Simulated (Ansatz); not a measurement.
The calculation used DFT PBE, scalar-relativistic, plane waves, PAW (Ansatz). All cells share a 420 eV cutoff and Γ-centred k meshes spaced at most about 0.3 Å⁻¹ (2π included). No spin polarisation.

Each guess is relaxed in cell and atoms at zero pressure, on a coarse mesh first where it starts far from rest and then on a converged one. The steps can't lower the symmetry of the start, but it can rise. Energies are static (0 K, no zero-point motion).

This guess for PbSe isn't its lowest structure:

```cif
data_structure
_symmetry_space_group_name_H-M 'P6_3/mmc'
_symmetry_Int_Tables_number 194
_cell_length_a 3.7677
_cell_length_b 3.7677
_cell_length_c 7.0728
_cell_angle_alpha 90.000
_cell_angle_beta 90.000
_cell_angle_gamma 120.000
_cell_volume 86.95
loop_
_atom_site_label
_atom_site_type_symbol
_atom_site_symmetry_multiplicity
_atom_site_Wyckoff_symbol
_atom_site_fract_x
_atom_site_fract_y
_atom_site_fract_z
_atom_site_occupancy
Pb1 Pb 2 c 0.66667 0.33333 0.75000 1
Se1 Se 2 a 0.00000 0.00000 0.00000 1
```

Q: What does it relax into?

A: P6_3/mmc at 21.7 Å³/atom → P6_3/mmc (anti-nickel arsenide type) at 30.2 Å³/atom. Conventional cell: a = 4.270 Å, c = 7.646 Å. Pb is surrounded by 6 Se at 3.12 Å; Se has 6 Pb at 3.12 Å.

Space group P6_3/mmc (No. 194). a = 4.270 Å, b = 4.270 Å, c = 7.646 Å, α = 90.00°, β = 90.00°, γ = 120.00°
```
atom  site  symmetry       x       y       z
  Pb    2c      -6m2  0.6667  0.3333  0.7500
  Se    2a      -3m.  0.0000  0.0000  0.0000
```

Q: Compare it with the lowest PbSe structure at this level.

A: It lies 84 meV/atom above the lowest of the 7 forms computed, a structure that the Crystallography Open Database (COD) lists, of the rock salt type. Space group Fm-3m (No. 225), cubic, a = 6.218 Å. Pb is surrounded by 6 Se at 3.11 Å; around Se lie 6 Pb at 3.11 Å. That form has 30.1 Å³/atom and a gap of 0.43 eV on its mesh; the guess's end has 0.38 eV. Counting Se atoms around Pb (those within 1.25 times the shortest such distance or 1.15 times the sum of covalent radii), the guess's end and the lowest form both have Pb 6. Shaken at random and relaxed again, the guess's end falls into a cell with space group P6_3mc (No. 186), 7 meV/atom lower, so it is a saddle point or a shallow minimum.

Spin–orbit coupling, which can matter for Pb, is left out. Kohn–Sham gaps at this level usually fall short of measured ones. The missing spin–orbit coupling can work the other way here. Some structure types and database cells were kept out of the candidates from the start, so a known form may be missing.
